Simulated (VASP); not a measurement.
# PbSe (Pm-3m) in VASP: further runs, part 2 of 3

VASP 6.6.1. Earlier steps stand in the parts before.

### 3 Single point, PBEsol

File INCAR:

```
SYSTEM = PbSe
  ADDGRID = .False.
  ALGO = Normal
  EDIFF = 1E-6
  ENCUT = 220
  GGA = PS
  ISIF = 2
  ISMEAR = 0
  LASPH = .True.
  LCHARG = .False.
  LREAL = .False.
  LWAVE = .False.
  NELM = 100
  PREC = Accurate
  SIGMA = 0.05
```

File KPOINTS:

```
k-points
0
Gamma
  6 6 6
  0 0 0
```

File POSCAR:

```
PbSe
1.0
    3.7843220000      0.0000000000      0.0000000000
    0.0000000000      3.7843220000      0.0000000000
    0.0000000000      0.0000000000      3.7843220000
Pb Se
1 1
Direct
    0.0000000000      0.0000000000      0.0000000000
    0.5000000000      0.5000000000      0.5000000000
```

Potentials or basis: VASP PAW PBE potentials, release 64 (Pb_d, Se).

Run with:

```sh
> cat potpaw_PBE.64/Pb_d/POTCAR potpaw_PBE.64/Se/POTCAR > POTCAR
> mpirun -np 1 vasp_std > vasp.out
```

Run time: 4.7 s. Hardware: 1 thread of Intel Xeon Platinum 8488C (Sapphire Rapids), shared host; peak memory 0.11 GiB.

The run converged, but a check on its numbers failed (symmetry, net force, bounds or a known fault of this set-up), so they aren't taken as properties of the crystal.

Caveat: the cutoff lies under the usual one of these potentials, so the numbers hold a large basis-set error; the PAW data sets were made with another functional, which shifts forces and pressure a little.

### 4 Single point, PBEsol

INCAR is that of step 3.

KPOINTS is that of step 3.

File POSCAR:

```
PbSe
1.0
    3.7843220000      0.0000000000      0.0000000000
    0.0000000000      3.7843220000      0.0000000000
    0.0000000000      0.0000000000      3.7843220000
Pb Se
1 1
Direct
    0.0499830000      0.0304240000      0.0268320000
    0.4857650000      0.4915870000      0.4882140000
```

Potentials or basis: VASP PAW PBE potentials, release 64 (Pb_d, Se).

Run with:

```sh
> cat potpaw_PBE.64/Pb_d/POTCAR potpaw_PBE.64/Se/POTCAR > POTCAR
> mpirun -np 1 vasp_std > vasp.out
```

OUTCAR:

```text
SYSTEM = PbSe
   EDIFF = 1E-6
   ENCUT = 220
   GGA = PS
   ISIF = 2
   ISMEAR = 0
   LASPH = .True.
   LREAL = .False.
   NELM = 100
   PREC = Accurate

 Found    112 irreducible k-points:

 Following reciprocal coordinates:
            Coordinates               Weight
  0.000000  0.000000  0.000000      1.000000
  0.166667  0.000000  0.000000      2.000000
  0.000000  0.166667  0.000000      2.000000
  0.000000  0.000000  0.166667      2.000000
  0.333333  0.000000  0.000000      2.000000
  0.000000  0.333333  0.000000      2.000000
   k-points           NKPTS =    112   k-points in BZ     NKDIM =    112   number of bands    NBANDS=     14
   number of dos      NEDOS =    301   number of ions     NIONS =      2
   total plane-waves  NPLWV =   5832
   dimension x,y,z NGX =    18 NGY =   18 NGZ =   18
   dimension x,y,z NGXF=    36 NGYF=   36 NGZF=   36
   ions per type =               1   1
   NGX,Y,Z   is equivalent  to a cutoff of   7.91,  7.91,  7.91 a.u.
   NGXF,Y,Z  is equivalent  to a cutoff of  15.81, 15.81, 15.81 a.u.
 SYSTEM =  PbSe
   PREC   = accura    normal or accurate (medium, high low for compatibility)
   ISTART =      0    job   : 0-new  1-cont  2-samecut
   ICHARG =      2    charge: 1-file 2-atom 10-const
   ISPIN  =      1    spin polarized calculation?
   LNONCOLLINEAR =      F non collinear calculations
   LSORBIT =      F    spin-orbit coupling
   LASPH  =      T    aspherical Exc in radial PAW
   ENCUT  =  220.0 eV  16.17 Ry    4.02 a.u.   4.58  4.58  4.58*2*pi/ulx,y,z
   NELM   =    100;   NELMIN=  2; NELMDL= -5     # of ELM steps
   EDIFF  = 0.1E-05   stopping-criterion for ELM
   LREAL  =      F    real-space projection
   EDIFFG = 0.1E-04   stopping-criterion for IOM
   NSW    =      0    number of steps for IOM
   IBRION =     -1    ionic relax: 0-MD 1-quasi-New 2-CG
   NFREE  =      0    steps in history (QN), initial steepest desc. (CG)
   ISIF   =      2    stress and relaxation
   ISYM   =      2    0-nonsym 1-usesym 2-fastsym
   POTIM  = 0.5000    time-step for ionic-motion
   TEBEG  =    0.0;   TEEND  =   0.0 temperature during run
   PSTRESS=    0.0 pullay stress
   NELECT =      20.0000    total number of electrons
   NUPDOWN=      -1.0000    fix difference up-down
   EMIN   =  10.00;   EMAX   =-10.00  energy-range for DOS
   EFERMI =   0.00;   METHOD = LEGACY
   ISMEAR =     0;   SIGMA  =   0.05  broadening in eV -4-tet -1-fermi 0-gaus
   EFERMI_NEDOS =   21; number of points for ismear=-14 and -15
   IALGO  =     38    algorithm
   IMIX   =      4    mixing-type and parameters
     AMIX     =   0.40;   BMIX     =  1.00
     AMIX_MAG =   1.60;   BMIX_MAG =  1.00
  volume/ion in A,a.u.               =      27.10       182.87
  Fermi-wavevector in a.u.,A,eV,Ry     =   1.174258  2.219025 18.760817  1.378881
  Thomas-Fermi vector in A             =   2.310658
   LORBIT       =      0    0 simple, 1 ext, 2 COOP (PROOUT), +10 PAW based schemes
   GGA     = PS    functional components
   LHFCALC =     F    Hartree Fock is set to
   AEXX    =    0.0000 exact exchange contribution
   IVDW    =     0    specifies the selected vdW correction
   LEPSILON=     F    determine dielectric tensor
   LRPA    =     F    only Hartree local field effects (RPA)
 non-spin polarized calculation
 Gauss-broadening in eV      SIGMA  =   0.05
  energy-cutoff  :      220.00
  volume of cell :       54.20
 maximum number of plane-waves:       432
   NGX =  9   NGY =  9   NGZ =  9

 number of electron      20.0000008 magnetization

 Free energy of the ion-electron system (eV)
  ---------------------------------------------------
  ext. energy  EPLUGINS =         0.00000000
  ---------------------------------------------------
  free energy    TOTEN  =        -8.48423373 eV

  energy without entropy =       -8.48258870  energy(sigma->0) =       -8.48341122

 E-fermi :   5.2648     XC(G=0): -10.0949

 val. band max:        5.2294464743   @ k =   0.1667   0.1667   0.1667
 cond. band min:       5.2795433891   @ k =  -0.3333   0.3333   0.5000
 fundamental gap:      0.0500969148
 Fermi energy:         5.2648114277

 k-point     1 :       0.0000    0.0000    0.0000
  band No.  band energies     occupation
      1     -11.6133      2.00000
      2     -11.6071      2.00000
      3     -11.4620      2.00000
      4     -11.4611      2.00000
      5     -11.4504      2.00000
      6      -8.1217      2.00000
      7      -1.8092      2.00000
      8       3.6094      2.00000
      9       3.6774      2.00000
     10       3.7735      2.00000
     11       9.4255      0.00000
     12       9.7605      0.00000
     13      11.4510      0.00000
     14      11.7751      0.00000

 k-point     2 :       0.1667    0.0000    0.0000
  band No.  band energies     occupation
      1     -11.6143      2.00000
      2     -11.5924      2.00000
      3     -11.4788      2.00000
      4     -11.4783      2.00000
      5     -11.4590      2.00000
      6      -7.9251      2.00000
      7      -2.2030      2.00000
      8       3.5819      2.00000
      9       3.8728      2.00000
     10       3.8950      2.00000
     11       9.0181      0.00000
     12       9.8066      0.00000
     13      10.7471      0.00000
     14      11.3183      0.00000

 k-point     3 :       0.0000    0.1667    0.0000
  band No.  band energies     occupation
      1     -11.6191      2.00000
      2     -11.5871      2.00000
      3     -11.4796      2.00000
      4     -11.4740      2.00000
      5     -11.4634      2.00000
      6      -7.9184      2.00000
      7      -2.2297      2.00000
      8       3.5239      2.00000
      9       3.8821      2.00000
     10       3.9900      2.00000
     11       9.1892      0.00000
     12       9.5484      0.00000
     13      10.7033      0.00000
     14      11.5455      0.00000

 k-point     4 :       0.0000    0.0000    0.1667
  band No.  band energies     occupation
      1     -11.6191      2.00000
      2     -11.5871      2.00000
      3     -11.4797      2.00000
      4     -11.4739      2.00000
      5     -11.4634      2.00000
      6      -7.9183      2.00000
      7      -2.2298      2.00000
      8       3.5235      2.00000
      9       3.8827      2.00000
     10       3.9902      2.00000
     11       9.1905      0.00000
     12       9.5467      0.00000
     13      10.7031      0.00000
     14      11.5468      0.00000

 k-point     5 :       0.3333    0.0000    0.0000
  band No.  band energies     occupation
      1     -11.6101      2.00000
      2     -11.5365      2.00000
      3     -11.5001      2.00000
      4     -11.4991      2.00000
      5     -11.4628      2.00000
      6      -7.4350      2.00000
      7      -3.1180      2.00000
      8       3.8295      2.00000
      9       4.4259      2.00000
     10       4.4304      2.00000
     11       7.0148      0.00000
     12       9.3034      0.00000
     13       9.4838      0.00000
     14      11.1644      0.00000

 k-point     6 :       0.0000    0.3333    0.0000
  band No.  band energies     occupation
      1     -11.6145      2.00000
      2     -11.5309      2.00000
      3     -11.5013      2.00000
      4     -11.4959      2.00000
      5     -11.4672      2.00000
      6      -7.4060      2.00000
      7      -3.1973      2.00000
      8       3.8231      2.00000
      9       4.4596      2.00000
     10       4.5293      2.00000
     11       7.0755      0.00000
     12       9.1684      0.00000
     13       9.4280      0.00000
     14      11.2673      0.00000

 [... further k-points ...]

------------------------ aborting loop because EDIFF is reached ----------------------------------------

  FORCE on cell =-STRESS in cart. coord.  units (eV):
  Direction    XX          YY          ZZ          XY          YZ          ZX
  --------------------------------------------------------------------------------------
  -------------------------------------------------------------------------------------
  Total       -1.7335285     -1.8717652     -1.8724038      0.1766865      0.1244486      0.1757502
  in kB      -51.2480486    -55.3347196    -55.3535972      5.2233561      3.6790566      5.1956759
  external PRESSURE =     -53.9787884 kB  Pullay stress =       0.0000000 kB

 VOLUME and BASIS-vectors are now :
 -----------------------------------------------------------------------------
  energy-cutoff  :      220.00
  volume of cell :       54.20
      direct lattice vectors                 reciprocal lattice vectors
     3.784322000  0.000000000  0.000000000     0.264248127  0.000000000  0.000000000
     0.000000000  3.784322000  0.000000000     0.000000000  0.264248127  0.000000000
     0.000000000  0.000000000  3.784322000     0.000000000  0.000000000  0.264248127

 POSITION                                       TOTAL-FORCE (eV/Angst)
 -----------------------------------------------------------------------------------
      0.18915      0.11513      0.10154         0.126328      0.073725      0.072319
      1.83829      1.86032      1.84756        -0.126328     -0.073725     -0.072319
 -----------------------------------------------------------------------------------
    total drift:                               -0.000890      0.000683     -0.000287

  FREE ENERGIE OF THE ION-ELECTRON SYSTEM (eV)
  ---------------------------------------------------
  free  energy   TOTEN  =        -8.4842337344 eV

  energy  without entropy=       -8.4825886960  energy(sigma->0) =       -8.48341122
```

Run time: 12 s. Hardware: 1 thread of Intel Xeon Platinum 8488C (Sapphire Rapids), shared host; peak memory 0.13 GiB.

The run converged, but a check on its numbers failed (symmetry, net force, bounds or a known fault of this set-up), so they aren't taken as properties of the crystal.

Caveat: the cutoff lies under the usual one of these potentials, so the numbers hold a large basis-set error; the PAW data sets were made with another functional, which shifts forces and pressure a little.

(Continued in part 3 of 3.)
